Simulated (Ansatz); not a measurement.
Input and output for HfN: DFT, LDA, all-electron PAW with datasets made for the crystal, scalar-relativistic (Ansatz 0.2.0). This run: one bond, the shortest of the undistorted cell, set to 1.715 Å.

The cell is entry 1539404 of the Crystallography Open Database, unrelaxed.

Command: `ansatz run input.yaml --threads 1 --pin off --max-ram 2048MiB --backend cpu --events-out ev --progress --plain --runs-dir out` It took 27 s on 1 thread of Arm Neoverse V2, on a shared host, peak memory 0.7 GiB.

```yaml
crystal:
  lattice:
    - [0.0, 2.256, 2.256]
    - [2.256, 0.0, 2.256]
    - [2.256, 2.256, 0.0]
  atoms:
    - { symbol: Hf, position: [-0.06, -0.06, 0.06] }
    - { symbol: "N", position: [0.56, 0.56, 0.44] }
kpoints:
  mp_grid: { grid: [9, 9, 9] }
scf:
  occupations: { method: fermi_dirac, width: 0.03 }
hamiltonian:
  xc: lda
  pseudopotentials: { kind: all_electron, datasets: crystal }
output:
  forces: true
  stress: true
  eigenvalues: true
  efg: { contact_densities: true }
```

Output:

```
hamiltonian.pseudopotentials.datasets: crystal makes datasets for this crystal and solves the spheres of its atoms anew in each pass: cutoff 660.0 eV, the density's 2640.0 eV; for an error of 0.50 meV an atom under PBE, 1.0 meV for the cell; an energy difference from a run of another recipe may be off by several times the error for the cell, under r2SCAN by more, where some 0.1 meV an atom stays at smaller errors; N in spheres of 0.704 Å, 5 of its electrons in bands; Hf in spheres of 1.005 Å, 26 of its electrons in bands
band count auto-derived: 22 (N_el = 31.0; filled up to band 16; 20 by the electrons, moments and atoms)
Hf: output.efg is read without spin–orbit coupling, which moves field gradients at and beside such atoms by some per cent and up to a factor of two; PAW files take it under magnetization.noncollinear and magnetization.spin_orbit
Engine: ansatz 0.2.0
Pseudopotentials: kind: all_electron
Pseudopotential: Hf, paw, valence charge 26, recommended cutoff 660 eV (normal), crystal/all_electron/lda/scalar/gaussian/Hf, Koelling and Harmon's equation, gaussian nucleus
Pseudopotential: N, paw, valence charge 5, recommended cutoff 660 eV (normal), crystal/all_electron/lda/scalar/gaussian/N, Koelling and Harmon's equation, gaussian nucleus
Functional definition: SPW92
  exchange = slater_x
  correlation = pw_c
Crystal: 2 atoms, lattice volume = 22.964 Å³
Basis set: ecut = 660 eV, 893 PW (Γ)
Bands: 22, of which v1, the nominal top of the filled ones, is band 16 counted from 1 (15 counted from 0)
Symmetry: 8 space group operations
Space group: I4mm (ITA 107), of the structure as read, at distance tolerance 2.8e-5 Å
k-points: 75 of 729 (time reversal used)
Non-local potential: Hf, projectors of the file, l = 0: 2, l = 1: 2, l = 2: 1, l = 3: 2
Non-local potential: N, projectors of the file, l = 0: 1, l = 1: 1
PAW form: soft (Blöchl's): semilocal exchange-correlation on the pseudo side does not see the compensation charge
PAW one-centre angular grid: Hf, 590 points (default); XC on its mesh's 1721 points in the sphere
PAW one-centre angular grid: N, 110 points (default); XC on its mesh's 1839 points in the sphere
Initial density: superposition of atomic densities (neutral atoms: chi_scale 0, normalization atom)
Initial wavefunctions: pseudopotential atomic-orbital guess
Functional: x = slater, c = lda
iter 1 solved again at ethr=2.71e-2 eV; its pass at ethr=1.00e-1 eV (dr2=8.40e0 eV) is discarded
SCF iter   1: F=—  HF=-411489.945236 eV  |F-HF|=—  |Δ(HF+E_count)|=         —  Δρ=1.88e-1  dr2=8.52e0  ethr=2.71e-2  ⟨swp⟩=2.0  Hψ=8500  notcnv=0
preconditioner: auto → Kerker (q_TF=auto, 2.868 Å⁻¹)  [metal: Δε(μ)=0.025 eV  Ē_g=20.541 eV  σ=0.030 eV  W_gap=0.21  n_scr=14 (ndim 8)  ℏωp=41.7 eV  f_vac=0.000  D(μ)=1.22/eV (n_scr^D=14)]
iter 2 solved again at ethr=2.53e-3 eV; its pass at ethr=2.71e-2 eV (dr2=7.86e-1 eV) is discarded
SCF iter   2: F=—  HF=-411487.940078 eV  |F-HF|=—  |Δ(HF+E_count)|=    2.01e0  Δρ=5.85e-2  dr2=7.86e-1  ethr=2.53e-3  ⟨swp⟩=2.1  Hψ=6802  notcnv=0  defer=2
SCF iter   3: F=—  HF=-411487.710864 eV  |F-HF|=—  |Δ(HF+E_count)|=   2.29e-1  Δρ=2.77e-2  dr2=9.52e-2  ethr=2.53e-3  ⟨swp⟩=3.1  Hψ=3583  notcnv=0  defer=4
SCF iter   4: F=—  HF=-411487.685863 eV  |F-HF|=—  |Δ(HF+E_count)|=   2.50e-2  Δρ=8.11e-3  dr2=9.10e-3  ethr=3.07e-4  ⟨swp⟩=3.0  Hψ=4524  notcnv=0  defer=4
SCF iter   5: F=—  HF=-411487.679178 eV  |F-HF|=—  |Δ(HF+E_count)|=   6.69e-3  Δρ=3.11e-3  dr2=1.78e-3  ethr=2.93e-5  ⟨swp⟩=3.1  Hψ=3897  notcnv=0  defer=3
SCF iter   6: F=—  HF=-411487.679704 eV  |F-HF|=—  |Δ(HF+E_count)|=   5.26e-4  Δρ=7.07e-4  dr2=6.61e-5  ethr=5.73e-6  ⟨swp⟩=2.0  Hψ=3910  notcnv=0  defer=2
SCF iter   7: F=—  HF=-411487.679700 eV  |F-HF|=—  |Δ(HF+E_count)|=   3.22e-6  Δρ=2.99e-4  dr2=1.46e-5  ethr=2.13e-7  ⟨swp⟩=2.8  Hψ=2909  notcnv=0  defer=1
SCF iter   8: F=—  HF=-411487.679699 eV  |F-HF|=—  |Δ(HF+E_count)|=   1.84e-6  Δρ=6.14e-5  dr2=8.73e-7  ethr=4.72e-8  ⟨swp⟩=2.0  Hψ=2826  notcnv=0
SCF iter   9: F=-411487.679698 eV  HF=-411487.679698 eV  |F-HF|=3.42e-8  |Δ(HF+E_count)|=   2.04e-7  Δρ=1.57e-5  dr2=5.95e-8  ethr=2.81e-9  ⟨swp⟩=3.0  Hψ=2972  notcnv=0
SCF 1 converged in 9 iterations: F = -411487.679699 eV  dr2 = 5.95e-8
  Residual-converged pass: ⟨swp⟩=4.0  Hψ=4518  notcnv=0  max |occ|·‖R‖ = 5.2e-6 eV (tolerance 5.3e-6 eV)  dr2=5.95e-8  dr2_onsite=2.15e-8  max |Δocc| = 1.5e-9
  greatest PAW one-centre occupation: 0.988 electrons in one spin orbital (limit 2), on the Hf atom at site 0 (counted from 0), in its partial waves of l = 3
SCF converged after 9 iterations
Free energy (F): -411487.679699 eV
Harris-Foulkes:  -411487.679699 eV  (|F-HF|=3.42e-8)
Internal energy: -411487.677505 eV  (E = F + TS)
E sigma→0 (E₀):  -411487.678602 eV
Entropy (-TS):   -0.002194 eV (-1.097 meV/atom)
Past the cutoff: the bands carry plane waves up to 1.75 times it, of which those up to 1.5 times it add -0.000236 eV an atom, each by itself; the spheres take 0.000260 eV an atom off the energy for waves past 1.75 times it
By the cutoff:   a pressure is off by up to 0.008 GPa (1.2 times the spheres' own share and the shells' term, over an atom's volume, and 0.004 GPa: a bound that held against runs at twice the plane waves)
Past the cutoffs: a stress includes 0.0014 GPa for waves and charges beyond them, in addition to the slope of what the spheres take
In the spheres:  the bands' charges fall short by 7.6e-7 e at most (sound up to 1e-3)
Fermi energy:    23.849139 eV
--- Per-component energies (eV) ---
  E_band       = 189.003184
  E_kinetic    = 760.248390
  E_local      = -6148.293147  (includes V_loc(G=0)·N_el)
  E_nonlocal   = -23.753599
  E_hartree    = 2744.865356
  E_xc         = -289.264339
  E_vxc        = -375.036814  (∫ρ·V_xc dr)
  E_paw        = -417384.830493  (= ΣΔE_a)
  E_vpaw       = -13888.513899  (= ΣTr[D̂ρ^β])
  E_ewald      = -5521.283087
  E_smearing   = -0.002194  (= −TS)
  E_closure    = 14374.633415  (closes the sum)
  Σ components = -411487.679699   (vs F -411487.679699, Δ=0.00e0)
  The terms above E_closure are by the made datasets' own strengths, without shells solved beside the bands.
--- Forces (eV/Å), atoms counted from 1 ---
  atom   1  Hf     0.00000000     0.00000000    10.75181519
  atom   2  N      0.00000000     0.00000000   -10.75180696
  max |Σ_I F_I| component: 8.23e-6 eV/Å
--- Stress (GPa, compression-positive) ---
       -6.522809       0.000000       0.000000
        0.000000      -6.522809       0.000000
        0.000000       0.000000     127.761898
  P = ⅓ Tr σ = 38.2388 GPa (382.388 kbar)
--- PAW observables at the nuclei: V_zz in 10²¹ V/m², potentials from the cell's mean, atoms counted from 1 ---
  atom   1  Hf V_zz =   -28.030387   η = 0.0000   by run symmetry: allowed
            electrostatic potential = -14181.611706 V   contact ρ = 7496542.293212 e/Å³
  atom   2  N  V_zz =    -3.687037   η = 0.0000   by run symmetry: allowed
            electrostatic potential = -526.233323 V   contact ρ = 1392.173430 e/Å³
--- Band table (eV; the first three rows and the last of 75) ---
  k-point 0: bands = ["-38.4588", "-7.5379", "-6.8445", "-6.8445", "6.6943", "11.5982", "11.5985", "11.5985", "11.6515", "11.7472", "11.7627", "11.7627", "18.5378", "18.5378", "19.0635", "23.7649", "25.2007", "26.0390", "26.7469", "26.7469"]
  k-point 1: bands = ["-38.4510", "-7.6039", "-6.9247", "-6.8590", "6.9654", "11.5893", "11.6064", "11.6243", "11.6586", "11.7398", "11.7532", "11.7613", "17.9617", "18.4916", "19.1714", "23.7416", "25.1345", "25.2762", "27.0761", "28.1275"]
  k-point 2: bands = ["-38.4311", "-7.8082", "-7.0744", "-6.8954", "7.6471", "11.5915", "11.6239", "11.6723", "11.6812", "11.7232", "11.7354", "11.7616", "16.9358", "18.2839", "18.9987", "23.7309", "25.2260", "25.4364", "28.2228", "29.8728"]
  k-point 74: bands = ["-38.3667", "-8.4805", "-7.2586", "-7.1916", "8.3045", "11.6272", "11.6552", "11.6628", "11.6736", "11.7244", "11.7317", "11.7381", "19.0227", "19.5822", "19.7787", "21.1159", "24.9738", "28.5176", "29.3394", "29.6315"]
```

Spin–orbit coupling is left out, which matters for the heavy atoms.
